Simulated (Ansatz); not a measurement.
`C=C[CH2][GeH2][F]` + `CC(O)F` → `O[CH](F)[GeH2][F]` + `C=CCC`  (formal exchange of groups at a Ge–C bond)

Gas-phase electronic energies from Ansatz, PBE0-D4/def2-TZVP geometries. CBS: MP2 limit from def2 TZ/QZ plus the TZ coupled-cluster correction, frozen cores. Functionals use def2-TZVPP. B3LYP here is the variant with VWN-RPA as its local correlation; programs differ in this. For Ge outer-core shells are correlated without core-valence functions, which leaves a few kJ/mol of doubt a bond. Scalar relativity is left out up to krypton. Each species was taken in one conformer, which may not be the lowest.

Is it downhill or uphill in electronic energy at CCSD(T)/CBS, and by how much? (An estimate is asked.)

Computed: Uphill: ΔE = +59.0 kJ/mol.

What do these levels give: PBE-D4, ωB97X-V, ωB97M-V, B3LYP, HF/def2-TZVPP, MP2/def2-TZVPP, CCSD/def2-TZVPP, MP2/def2-QZVPP, SCS-MP2/def2-QZVPP, HF/CBS(def2), MP2/CBS(def2), CCSD/CBS(def2)? (Estimate.)

Computed: PBE-D4 52.2, ωB97X-V 54.9, ωB97M-V 55.7, B3LYP 52.1, HF/def2-TZVPP 58.3, MP2/def2-TZVPP 60.8, CCSD/def2-TZVPP 57.6, MP2/def2-QZVPP 61.5, SCS-MP2/def2-QZVPP 58.4, HF/CBS(def2) 57.8, MP2/CBS(def2) 62.2, CCSD/CBS(def2) 59.0 kJ/mol.

Largest T1 diagnostic among the species: 0.012.

From PBE to PBE0 (25 % exact exchange), in def2-TZVPP and without D4, ΔE moves by +4.1 kJ/mol.
